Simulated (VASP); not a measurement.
Ga, 2 atoms in the cell. Symmetry: P2_1/m, No. 11, monoclinic system. The conventional cell has a = 2.778 Å, b = 3.282 Å, c = 4.210 Å, α = 90.00°, β = 108.61°, γ = 90.00°. Ga (site symmetry m) is surrounded by 8 Ga at 2.71 to 2.84 Å. This isn't the form of Ga at room conditions, which is orthorhombic.

| Property | Result |
| --- | --- |
| Program | VASP 6.6.1 |
| Task | single point |
| Functional | PBEsol |
| Potentials or basis | VASP PAW PBE potentials, release 64 (Ga_d) |
| Cutoff | 520 eV |
| k mesh | 10 × 8 × 7 |
| Occupations | fermi-dirac, width 0.05 eV |
| Spin | no spin polarisation |
| Ladder | free |
| Further INCAR settings | ALGO = Normal; EDIFF = 1e-07; NBANDS = 20 |

Potentials or basis: VASP PAW PBE potentials, release 64 (Ga_d).

Command:

```sh
$ cat potpaw_PBE.64/Ga_d/POTCAR > POTCAR
$ mpirun -np 1 vasp_std > vasp.out
```

Hardware: 1 thread of Intel(R) Xeon(R) 6975P-C (Granite Rapids) (shared host).

**Question.** Estimate the wall time of this run.

**Answer.** It took 36 s on 1 thread of Intel(R) Xeon(R) 6975P-C (Granite Rapids), on a shared host, peak memory 0.22 GiB. Counts: scf iterations 12, k points 180.
